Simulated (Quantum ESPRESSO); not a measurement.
**Rh under changes of volume**

One of the cells (13.671 Å³/atom); the others are scaled copies at fixed shape and fractional positions:

```xyz
1
Lattice="0.0000 1.8979 1.8979 1.8979 0.0000 1.8979 1.8979 1.8979 0.0000" Properties=species:S:1:pos:R:3 pbc="T T T"
Rh    0.0000    0.0000    0.0000
```

```yaml
Program: Quantum ESPRESSO 7.5
Functional: LDA
Potentials_or_basis: PseudoDojo 0.4.1 SR LDA stringent
Cutoff: 1197 eV
Density_cutoff: 4789 eV
k_mesh: 12 × 12 × 12
Occupations: cold, width 0.1 eV
Spin: no spin polarisation
```

```csv
volume (Å³/atom),energy over the lowest point (meV/atom),pressure (GPa)
12.851,11.17,10.2
13.125,0.00,2.7
13.398,?,?
13.671,11.96,-9.6
13.945,32.42,-14.6
14.218,61.01,-19.1
14.492,96.76,-23.0
```

Question: What does the run at 13.398 Å³/atom give?

Answer: Energy over the lowest point 0.74 meV/atom; pressure -3.8 GPa.

Worked out: A Birch-Murnaghan fit of order 3 (a polynomial in V^(-2/3)) to the other rows has its minimum at 13.24 Å³/atom with B0 = V·E''(V) = 320 GPa and B' = 5.2. It gives 0.75 meV/atom at 13.398 Å³/atom, against the run's 0.74, and -dE/dV = -3.6 GPa, against -3.8.

Energies are extrapolated to zero smearing.
